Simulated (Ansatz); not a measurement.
# Mg4C: the cost of one run

Computed with Ansatz 0.2.0 (DFT PBE, scalar-relativistic, plane waves, PAW, unless a step's input says otherwise).

6 further runs of the same task are left out: 1 that didn't finish, 5 set aside as unsound or not needed.

### Step 1. The structure to begin with

The structure is hexagonal, space group P6_3/mmc (No. 194). The conventional cell has a = 3.210 Å, b = 3.210 Å, c = 5.138 Å, α = 90.00°, β = 90.00°, γ = 120.00°. Mg (site symmetry -6m2) has 12 Mg at 3.17 to 3.21 Å as nearest neighbours.

As a file:

```
Mg
1.0
     3.21007    0.00000    0.00000
    -1.60503    2.78000    0.00000
     0.00000    0.00000    5.13791
Mg
2
Cartesian
  0.0000 1.8533 1.2845
  1.6050 0.9267 3.8534
```

This cell was relaxed beforehand with the same method: volume 22.93 Å³/atom, gap on the mesh none (metal).

### Step 3. The grid

Atoms count from 1 in the order of the input.

C is moved over the surface cell; relaxed at each place: the height of the adsorbate's atoms; substrate rigid; the origin of the map has the adsorbate above Mg4.

- position of C5 along the first surface vector, from above Mg4: 6 values from 0.000 to 0.833, periodic
- position of C5 along the second surface vector, from above Mg4: 6 values from 0.000 to 0.833, periodic

Relaxed at each point: the height of the adsorbate's atoms; substrate rigid. Points are written as (first, second).

The two vectors of the plane (Å): (3.210, 0.000, 0.000); (-1.605, 2.780, 0.000).

(The set-up runs are not shown.)

### Step 4. The run at (0/6, 0/6) of the map's two axes

The input, input.yaml:

```yaml
crystal:
  lattice:
    - [3.2100692859, 0.0, 0.0]
    - [-1.6050346429, 2.7800015495, 0.0]
    - [0.0, 0.0, 23.2147784313]
  atoms:
    - { symbol: Mg, position: [0.6666666667, 0.3333333333, 0.1723040352] }
    - { symbol: Mg, position: [0.3333333333, 0.6666666667, 0.2829644272] }
    - { symbol: Mg, position: [0.6666666667, 0.3333333333, 0.3920793237] }
    - { symbol: Mg, position: [0.3333333333, 0.6666666667, 0.5046258988] }
    - { symbol: C, position: [0.3333333333, 0.6666666667, 0.598531598] }
basis:
  ecutwfc: 420
kpoints:
  mp_grid: { grid: [9, 9, 1] }
hamiltonian:
  xc: pbe
scf:
  occupations: { method: gaussian, width: 0.1 }
output:
  forces: true
  eigenvalues: true
relax:
  adjacent_minimum: "off"
  f_tol: 0.025
  max_steps: 16
  constraints: [{ sites: [0, 1, 2, 3] }, { sites: [4], fix: xy }]
efield:
  axis: 3
  dipole_correction: true
  ramp_width: 0.04
```

Started as:

```
$ ansatz run input.yaml --threads 1 --pin off --max-ram 3072MiB --backend cpu --events-out ev --progress --plain --runs-dir out
```

Q: Estimate wall time and peak memory on 1 thread of Arm Neoverse V1, shared host.

About 15 s, with a peak of 0.38 GiB.
